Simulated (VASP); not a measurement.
# 2H-WSe2 monolayer under biaxial strain, part 3 of 7

How do the gap and the band positions of 2H-WSe2 monolayer follow biaxial strain?

VASP 6.6.1, plane waves and PAW; the level of theory is named at each step.

So far, gap on the k-mesh (eV): step 2 (relaxing the monolayer) 1.64.

### 5. Strained, atoms relaxed, biaxial strain -0.04

Level of this step: PBE with D3(BJ), no spin polarisation; plane waves and PAW (W, Se) (VASP).

The cell is held at the strained lattice, and the atoms relax in it.

Input file INCAR:

```
SYSTEM = WSe2
PREC = Normal
ENCUT = 350
EDIFF = 1E-06
NELM = 120
ISMEAR = 0
SIGMA = 0.03
LREAL = .FALSE.
ALGO = Fast
GGA = PE
IVDW = 12
NBANDS = 15
LASPH = .TRUE.
LORBIT = 11
LWAVE = .FALSE.
LCHARG = .FALSE.
KPAR = 4
IBRION = 2
NSW = 30
ISIF = 2
EDIFFG = -0.015
POTIM = 0.4
MAXMIX = 40
IDIPOL = 3
LDIPOL = .TRUE.
DIPOL = 0.5 0.5 0.5
```

Input file POSCAR:

```
WSe2
1.0
    3.1475283998      0.0000000000      0.0000000000
   -1.5737642000      2.7258395534      0.0000000000
    0.0000000000      0.0000000000     22.0000000000
W Se
1 2
Direct
    0.3333333333      0.6666666667      0.5000000000
    0.6666666667      0.3333333333      0.4233974758
    0.6666666667      0.3333333333      0.5766025242
```

Input file KPOINTS:

```
Automatic mesh
0
Gamma
12 12 1
0 0 0
```

Potentials, in the order of the species: W and Se (PBE family, release 64).

Launch:

```sh
$ mpirun -np 4 vasp_std
```

Output:

```text
[... set-up lines as in an earlier step ...]
 entering main loop
       N       E                     dE             d eps       ncg     rms          rms(c)
DAV:   1     0.110489060110E+03    0.11049E+03   -0.50852E+03   570   0.650E+02
DAV:   2    -0.108956661736E+02   -0.12138E+03   -0.11314E+03   843   0.158E+02
DAV:   3    -0.220609237030E+02   -0.11165E+02   -0.11060E+02   801   0.584E+01
DAV:   4    -0.222460449567E+02   -0.18512E+00   -0.18428E+00   718   0.904E+00
DAV:   5    -0.222498881046E+02   -0.38431E-02   -0.38423E-02   746   0.113E+00    0.260E+01
RMM:   6    -0.215654663064E+02    0.68442E+00   -0.11964E+00   570   0.603E+00    0.107E+01
RMM:   7    -0.213825802088E+02    0.18289E+00   -0.64676E-01   570   0.434E+00    0.530E+00
RMM:   8    -0.213655598224E+02    0.17020E-01   -0.20238E-01   570   0.277E+00    0.643E-01
RMM:   9    -0.213605135335E+02    0.50463E-02   -0.27570E-02   570   0.151E+00    0.115E+00
RMM:  10    -0.213608948185E+02   -0.38128E-03   -0.65082E-03   579   0.365E-01    0.819E-01
RMM:  11    -0.213608900413E+02    0.47772E-05   -0.82056E-04   575   0.208E-01    0.812E-01
RMM:  12    -0.213606510105E+02    0.23903E-03   -0.80443E-04   572   0.132E-01    0.274E-01
RMM:  13    -0.213606417134E+02    0.92971E-05   -0.22039E-04   576   0.733E-02    0.208E-01
RMM:  14    -0.213609988132E+02   -0.35710E-03   -0.41141E-04   572   0.101E-01    0.946E-02
RMM:  15    -0.213611520606E+02   -0.15325E-03   -0.11641E-04   574   0.557E-02    0.115E-01
RMM:  16    -0.213612371914E+02   -0.85131E-04   -0.27481E-05   553   0.221E-02    0.706E-02
RMM:  17    -0.213612763569E+02   -0.39165E-04   -0.55099E-06   470   0.111E-02    0.397E-02
RMM:  18    -0.213613256851E+02   -0.49328E-04   -0.21680E-06   429   0.719E-03    0.151E-02
RMM:  19    -0.213613319838E+02   -0.62987E-05   -0.18751E-06   427   0.691E-03    0.201E-03
RMM:  20    -0.213613355919E+02   -0.36080E-05   -0.29788E-07   371   0.363E-03    0.933E-04
RMM:  21    -0.213613373069E+02   -0.17150E-05   -0.18888E-07   341   0.213E-03    0.259E-03
RMM:  22    -0.213613375057E+02   -0.19885E-06   -0.42255E-08   272   0.151E-03
   1 F= -.22467761E+02 E0= -.22467761E+02  d E =-.224678E+02
 curvature:   0.00 expect dE= 0.000E+00 dE for cont linesearch  0.000E+00
 trial: gam= 0.00000 g(F)=  0.790E-01 g(S)=  0.000E+00 ort = 0.000E+00 (trialstep = 0.100E+01)
 search vector abs. value=  0.790E-01
 bond charge predicted
       N       E                     dE             d eps       ncg     rms          rms(c)
DAV:   1    -0.214114121344E+02   -0.50075E-01   -0.24677E+00   591   0.877E+00    0.975E-01
RMM:   2    -0.214138363597E+02   -0.24242E-02   -0.11598E-01   570   0.235E+00    0.130E+00
RMM:   3    -0.214187834263E+02   -0.49471E-02   -0.12211E-02   570   0.812E-01    0.676E-01
RMM:   4    -0.214192847261E+02   -0.50130E-03   -0.34498E-03   576   0.412E-01    0.882E-01
RMM:   5    -0.214190939484E+02    0.19078E-03   -0.86201E-04   570   0.232E-01    0.347E-01
RMM:   6    -0.214191440918E+02   -0.50143E-04   -0.17117E-04   588   0.929E-02    0.304E-01
RMM:   7    -0.214191431062E+02    0.98557E-06   -0.30536E-05   573   0.366E-02    0.201E-01
RMM:   8    -0.214191322485E+02    0.10858E-04   -0.33803E-05   570   0.319E-02    0.401E-02
RMM:   9    -0.214191323926E+02   -0.14405E-06   -0.71205E-06   538   0.168E-02
   2 F= -.22515894E+02 E0= -.22515894E+02  d E =-.481327E-01
 trial-energy change:   -0.048133  1 .order   -0.048736   -0.079021   -0.018451
 step:   1.3310(harm=  1.3046)  dis= 0.05197  next Energy=   -22.518925 (dE=-0.512E-01)
 bond charge predicted
       N       E                     dE             d eps       ncg     rms          rms(c)
DAV:   1    -0.214244541390E+02   -0.53219E-02   -0.27106E-01   661   0.290E+00    0.327E-01
RMM:   2    -0.214251093666E+02   -0.65523E-03   -0.11263E-02   570   0.742E-01    0.467E-02
RMM:   3    -0.214252588910E+02   -0.14952E-03   -0.13241E-03   570   0.252E-01    0.770E-02
RMM:   4    -0.214252880311E+02   -0.29140E-04   -0.26962E-04   585   0.107E-01    0.286E-02
RMM:   5    -0.214252921597E+02   -0.41286E-05   -0.53445E-05   586   0.481E-02    0.295E-02
RMM:   6    -0.214252939887E+02   -0.18290E-05   -0.10617E-05   542   0.221E-02    0.935E-03
RMM:   7    -0.214252942627E+02   -0.27400E-06   -0.18412E-06   423   0.948E-03
   3 F= -.22518859E+02 E0= -.22518859E+02  d E =-.510983E-01
 curvature:  -0.65 expect dE=-0.410E-06 dE for cont linesearch -0.410E-06
 trial: gam= 0.00000 g(F)=  0.633E-06 g(S)=  0.000E+00 ort =-0.224E-03 (trialstep = 0.107E+01)
 search vector abs. value=  0.634E-06
 reached required accuracy - stopping structural energy minimisation
```

Wall time 12 s (4 MPI ranks of AMD EPYC 7R43, shared host); peak memory 0.63 GiB; 47 s of CPU time.

From OUTCAR (step 5):

```text
   ENCUT  =  350.0 eV  25.72 Ry    5.07 a.u.   4.80  4.80 33.56*2*pi/ulx,y,z

   NELECT =      18.0000    total number of electrons

 Edisp (eV)   -1.09676

 E-fermi :  -1.5733

 k-point     1 :       0.0000    0.0000    0.0000
  band No.  band energies     occupation
    ...
      5      -3.6850      2.00000
      6      -3.6850      2.00000
      7      -2.7017      2.00000
      8      -2.4280      2.00000
      9      -2.4280      2.00000
     10       1.7252      0.00000
     11       1.7252      0.00000
     12       1.7773      0.00000
     13       1.7773      0.00000
     14       2.5535      0.00000
    ...

 Edisp (eV)   -1.09357

  Total       3.85709     3.85709    -0.08063    -0.00000     0.00000     0.00000
  in kB      32.73992    32.73992    -0.68443    -0.00000     0.00000     0.00000
  external pressure =       21.60 kB  Pullay stress =        0.00 kB

 POSITION                                       TOTAL-FORCE (eV/Angst)
 -----------------------------------------------------------------------------------
     -0.00000      1.81723     11.00000         0.000000     -0.000000      0.000000
      1.57376      0.90861      9.26277        -0.000000     -0.000000      0.002865
      1.57376      0.90861     12.73723         0.000000      0.000000     -0.002865
 -----------------------------------------------------------------------------------
    total drift:                                0.000001     -0.000001      0.000000

  FREE ENERGIE OF THE ION-ELECTRON SYSTEM (eV)
  ---------------------------------------------------
  free  energy   TOTEN  =       -22.5188594101 eV

  energy  without entropy=      -22.5188594101  energy(sigma->0) =      -22.51885941

 vacuum level on the upper side and lower side of the slab         3.151         3.151

[... 4 parts as in an earlier step ...]

[... 14 further parts left out ...]
```

CONTCAR:

```
WSe2
   1.00000000000000
     3.1475283998000001    0.0000000000000000    0.0000000000000000
    -1.5737642000000001    2.7258395534000002    0.0000000000000000
     0.0000000000000000    0.0000000000000000   22.0000000000000000
  W               Se
     1     2
Direct
     0.3333333332999970    0.6666666667000030    0.5000000000000000
     0.6666666667000030    0.3333333332999970    0.4210350108163598
     0.6666666667000030    0.3333333332999970    0.5789649891836401
```

The steps of the relaxation:

| step | energy less that of the first step (eV) | largest force (eV/Å) |
| --- | --- | --- |
| 1 | 0.0000 | 1.0118 |
| 2 | -0.0481 | 0.2363 |
| 3 | -0.0511 | 0.0029 |

The atoms that moved most (Å):

| atom | dx | dy | dz | length |
| --- | --- | --- | --- | --- |
| Se2 | 0.000 | 0.000 | -0.052 | 0.052 |
| Se3 | 0.000 | 0.000 | 0.052 | 0.052 |

The relaxed structure:

```xyz
3
Lattice="3.1475 0.0000 0.0000 -1.5738 2.7258 0.0000 0.0000 0.0000 22.0000" Properties=species:S:1:pos:R:3
W     0.0000    1.8172   11.0000
Se    1.5738    0.9086    9.2628
Se    1.5738    0.9086   12.7372
```

Numbers from this step:

```
electronic cycles              : 38
free energy (TOTEN)            : -22.52 eV
Fermi energy                   : -1.573 eV
gap on the k-mesh              : 1.410 eV
least direct gap on the k-mesh : 2.103 eV
```

The run ended after 3 ionic steps, 0.051 eV below its first step, once the forces on the free atoms met EDIFFG = -0.015.

### 6. Strained, levels with spin-orbit coupling, biaxial strain -0.04

This step: PBE with D3(BJ), spin-orbit coupling, no spin polarisation; plane waves and PAW (W, Se) (VASP 6.6.1).

A static run with spin-orbit coupling gives the gap and the vacuum level at this strain.

Input file INCAR:

```
SYSTEM = WSe2
PREC = Normal
ENCUT = 350
EDIFF = 1E-06
NELM = 120
ISMEAR = 0
SIGMA = 0.03
LREAL = .FALSE.
ALGO = Fast
GGA = PE
IVDW = 12
LNONCOLLINEAR = .TRUE.
MAGMOM = 0 0 0 0 0 0 0 0 0
NBANDS = 30
GGA_COMPAT = .FALSE.
LASPH = .TRUE.
LSORBIT = .TRUE.
LMAXMIX = 4
LWAVE = .FALSE.
LCHARG = .FALSE.
KPAR = 4
IDIPOL = 3
LDIPOL = .TRUE.
DIPOL = 0.5 0.5 0.5
LVHAR = .TRUE.
LVACPOTAV = .TRUE.
```

Input file POSCAR:

```
WSe2
1.0
    3.1475283998      0.0000000000      0.0000000000
   -1.5737642000      2.7258395534      0.0000000000
    0.0000000000      0.0000000000     22.0000000000
W Se
1 2
Direct
    0.3333333333      0.6666666667      0.5000000000
    0.6666666667      0.3333333333      0.4210350108
    0.6666666667      0.3333333333      0.5789649892
```

KPOINTS is that of step 5.

Input file KPOINTS_OPT:

```
Line mode
14
Line-mode
Reciprocal
  0.00000000   0.00000000   0.00000000 GAMMA
  0.50000000   0.00000000   0.00000000 M

  0.50000000   0.00000000   0.00000000 M
  0.33333333   0.33333333   0.00000000 K

  0.33333333   0.33333333   0.00000000 K
  0.00000000   0.00000000   0.00000000 GAMMA
```

Launch:

```sh
$ mpirun -np 4 vasp_ncl
```

Output:

```text
[... set-up lines as in an earlier step ...]
 entering main loop
       N       E                     dE             d eps       ncg     rms          rms(c)
DAV:   1     0.113203821127E+03    0.11320E+03   -0.49750E+03  1876   0.656E+02
DAV:   2    -0.836847194553E+01   -0.12157E+03   -0.11406E+03  2770   0.165E+02
DAV:   3    -0.222476648679E+02   -0.13879E+02   -0.13748E+02  2522   0.626E+01
DAV:   4    -0.225423205135E+02   -0.29466E+00   -0.29305E+00  2486   0.109E+01
DAV:   5    -0.225480603884E+02   -0.57399E-02   -0.57367E-02  2348   0.138E+00    0.246E+01
RMM:   6    -0.218531800283E+02    0.69488E+00   -0.12945E+00  2049   0.624E+00    0.995E+00
RMM:   7    -0.216673813214E+02    0.18580E+00   -0.65826E-01  2076   0.440E+00    0.594E+00
RMM:   8    -0.216334492021E+02    0.33932E-01   -0.20915E-01  2211   0.283E+00    0.611E-01
RMM:   9    -0.216347157734E+02   -0.12666E-02   -0.43041E-02  2365   0.136E+00    0.700E-01
RMM:  10    -0.216333365263E+02    0.13792E-02   -0.63169E-03  2400   0.443E-01    0.342E-01
RMM:  11    -0.216313729240E+02    0.19636E-02   -0.11291E-02  2090   0.629E-01    0.595E-01
RMM:  12    -0.216309871644E+02    0.38576E-03   -0.10525E-03  2202   0.320E-01    0.168E-01
RMM:  13    -0.216309862298E+02    0.93462E-06   -0.35245E-04  2340   0.914E-02    0.875E-02
RMM:  14    -0.216311661498E+02   -0.17992E-03   -0.45809E-04  2489   0.822E-02    0.709E-02
RMM:  15    -0.216311885090E+02   -0.22359E-04   -0.49071E-05  2351   0.385E-02    0.281E-02
RMM:  16    -0.216313910081E+02   -0.20250E-03   -0.85043E-05  2310   0.430E-02    0.327E-02
RMM:  17    -0.216315013653E+02   -0.11036E-03   -0.64371E-05  2355   0.340E-02    0.211E-02
RMM:  18    -0.216315466102E+02   -0.45245E-04   -0.79900E-06  2254   0.169E-02    0.108E-02
RMM:  19    -0.216315907880E+02   -0.44178E-04   -0.81125E-06  2391   0.135E-02    0.402E-03
RMM:  20    -0.216316109571E+02   -0.20169E-04   -0.27946E-06  2232   0.804E-03    0.257E-03
RMM:  21    -0.216316291431E+02   -0.18186E-04   -0.51656E-07  1899   0.322E-03    0.131E-03
RMM:  22    -0.216316360981E+02   -0.69550E-05   -0.34146E-07  1746   0.208E-03    0.128E-03
RMM:  23    -0.216316371928E+02   -0.10947E-05   -0.71159E-08  1248   0.133E-03    0.886E-04
RMM:  24    -0.216316379992E+02   -0.80642E-06   -0.11267E-07  1512   0.173E-03
 [... a notice as in an earlier step ...]

   1 F= -.22725203E+02 E0= -.22725203E+02  d E =-.196879E-14  mag=     0.0000     0.0000     0.0000
 Start KPOINTS_OPT (optional k-point list driver)
k-point batch [1-31\42]
       N       E                     dE             ncg
DAV:   1     0.107449614407E+03   -0.13208E+05     1892
DAV:   2    -0.358099572683E+04   -0.36884E+04     2804
DAV:   3    -0.398620230629E+04   -0.40521E+03     2434
DAV:   4    -0.399513589378E+04   -0.89336E+01     2478
DAV:   5    -0.399530212202E+04   -0.16623E+00     2380
DAV:   6    -0.399530697295E+04   -0.48509E-02     2402
DAV:   7    -0.399530716642E+04   -0.19348E-03     2422
DAV:   8    -0.399530717282E+04   -0.63996E-05     2130
DAV:   9    -0.399530717303E+04   -0.20906E-06     1704
k-point batch [32-42\42]
       N       E                     dE             ncg
DAV:   1     0.116050497176E+05   -0.24200E+04      676
DAV:   2     0.104570600260E+05   -0.11480E+04     1026
DAV:   3     0.103026872890E+05   -0.15437E+03      882
DAV:   4     0.102984926843E+05   -0.41946E+01      942
DAV:   5     0.102984049330E+05   -0.87751E-01      824
DAV:   6     0.102984016328E+05   -0.33001E-02      904
DAV:   7     0.102984015326E+05   -0.10021E-03      832
DAV:   8     0.102984015271E+05   -0.55175E-05      850
DAV:   9     0.102984015270E+05   -0.10831E-06      644
```

Elapsed: 55 s, on 4 MPI ranks; peak memory 1.7 GiB; 3.6 min of CPU time.

OUTCAR, selected parts (step 6):

```text
   k-points           NKPTS =     31   k-points in BZ     NKDIM =     31   number of bands    NBANDS=     30

   NELECT =      18.0000    total number of electrons

 dipolmoment           0.000000      0.000000     -0.000000 electrons x Angstroem

 E-fermi :  -1.3707

 k-point     1 :       0.0000    0.0000    0.0000
  band No.  band energies     occupation
    ...
     14      -2.9299      1.00000
     15      -2.3473      1.00000
     16      -2.3473      1.00000
     17      -2.2404      1.00000
     18      -2.2404      1.00000
     19       1.5373      0.00000
     20       1.5373      0.00000
     21       1.7165      0.00000
     22       1.7165      0.00000
     23       1.7812      0.00000
    ...

 Edisp (eV)   -1.09357

  Total       3.82643     3.82643    -0.04703    -0.00000     0.00000     0.00000
  in kB      32.47965    32.47965    -0.39924    -0.00000     0.00000     0.00000
  external pressure =       21.52 kB  Pullay stress =        0.00 kB

 POSITION                                       TOTAL-FORCE (eV/Angst)
 -----------------------------------------------------------------------------------
     -0.00000      1.81723     11.00000         0.000000      0.000000      0.000000
      1.57376      0.90861      9.26277        -0.000000     -0.000000     -0.007854
      1.57376      0.90861     12.73723         0.000000     -0.000000      0.007854
 -----------------------------------------------------------------------------------
    total drift:                                0.000001     -0.000001      0.000000

  FREE ENERGIE OF THE ION-ELECTRON SYSTEM (eV)
  ---------------------------------------------------
  free  energy   TOTEN  =       -22.7252031465 eV

  energy  without entropy=      -22.7252031465  energy(sigma->0) =      -22.72520315

 vacuum level on the upper side and lower side of the slab         3.195         3.195

 Spin-Orbit-Coupling matrix elements
 Ion:    1  E_soc:     -0.3313241
 Ion:    2  E_soc:     -0.0432105
 Ion:    3  E_soc:     -0.0432105

[... 5 parts as in an earlier step ...]

[... 10 further parts left out ...]
```

Numbers from this step:

* electronic cycles: 24
* free energy (TOTEN): -22.73 eV
* Fermi energy: -1.371 eV
* least gap on mesh and path: 1.111 eV
* least direct gap on mesh and path: 1.795 eV
* vacuum levels: 3.195, 3.195 eV
* ionisation potentials of the upper and lower face: 4.715, 4.715 eV
* electron affinities of the upper and lower face: 3.604, 3.604 eV

On-site spin-orbit energy by atom:

| atom | on-site spin-orbit energy (eV) |
| --- | --- |
| W1 | -0.331 |
| Se2 | -0.043 |
| Se3 | -0.043 |

The electronic bands at the labelled points (eV, zero at the valence-band top; v1 is the highest filled band, c1 the lowest empty one):

| point | v4 | v3 | v2 | v1 | c1 | c2 | c3 | c4 |
| --- | --- | --- | --- | --- | --- | --- | --- | --- |
| Γ | -0.83 | -0.83 | -0.72 | -0.72 | 3.06 | 3.06 | 3.24 | 3.24 |
| 0.46 of the way | -1.42 | -1.42 | -1.21 | -1.21 | 1.50 | 1.50 | 2.52 | 2.52 |
| M | -1.37 | -1.37 | -0.60 | -0.60 | 2.60 | 2.60 | 2.91 | 2.91 |
| 0.46 of the way | -2.62 | -2.60 | -0.72 | -0.39 | 2.38 | 2.47 | 3.00 | 3.04 |
| K | -2.94 | -2.86 | -0.39 | 0.00 | 1.85 | 2.07 | 2.27 | 2.43 |
| 0.46 of the way | -1.77 | -1.58 | -0.97 | -0.68 | 1.11 | 1.29 | 2.54 | 2.61 |
| Γ | -0.83 | -0.83 | -0.72 | -0.72 | 3.06 | 3.06 | 3.24 | 3.24 |

Zero at the Fermi level. Planar average of the electrostatic potential against height:

height (Å), planar average of the electrostatic potential (eV) and a bar from the least value:
```
      0.0        4.6 ##############################
      0.5        4.6 ##############################
      1.0        4.6 ##############################
      1.5        4.6 ##############################
      2.0        4.6 ##############################
      2.5        4.6 ##############################
      3.0        4.6 ##############################
      3.5        4.6 ##############################
      4.0        4.6 ##############################
      4.5        4.6 ##############################
      5.0        4.6 ##############################
      5.5        4.6 ##############################
      6.0        4.6 ##############################
      6.5        4.6 ##############################
      7.0        4.5 ##############################
      7.5        4.3 #############################
      8.0        3.2 ############################
      8.5       -1.8 ##################
      9.0      -11.0 #
      9.5      -11.8 
     10.0       -6.3 ##########
     10.5       -7.5 ########
     11.0      -10.0 ###
     11.5       -7.5 ########
     12.0       -6.3 ##########
     12.5      -11.8 
     13.0      -11.0 #
     13.5       -1.8 ##################
     14.0        3.2 ############################
     14.5        4.3 #############################
     15.0        4.5 ##############################
     15.5        4.6 ##############################
     16.0        4.6 ##############################
     16.5        4.6 ##############################
     17.0        4.6 ##############################
     17.5        4.6 ##############################
     18.0        4.6 ##############################
     18.5        4.6 ##############################
     19.0        4.6 ##############################
     19.5        4.6 ##############################
     20.0        4.6 ##############################
     20.5        4.6 ##############################
     21.0        4.6 ##############################
     21.5        4.6 ##############################
```

On this path the gap is indirect, 1.11 eV, with the valence top at K and the conduction bottom between K and Γ. The least direct gap is 1.79 eV.

(Continued in part 4 of 7.)

[Lines on the potential files, build, host, timing and source positions are cut from VASP's logs without a mark.]

[Logs are printed without paths, hosts, clocks, repeated set-up lines and the standing remarks that a program may print on its own settings, such as how far it seeks lower states.]

[Hosts, paths, dates, database ids (printed as entryN), source tags and the programs' standing remarks are cut or masked in the printed files.]

[Runs that stopped without an error message from VASP are left out.]
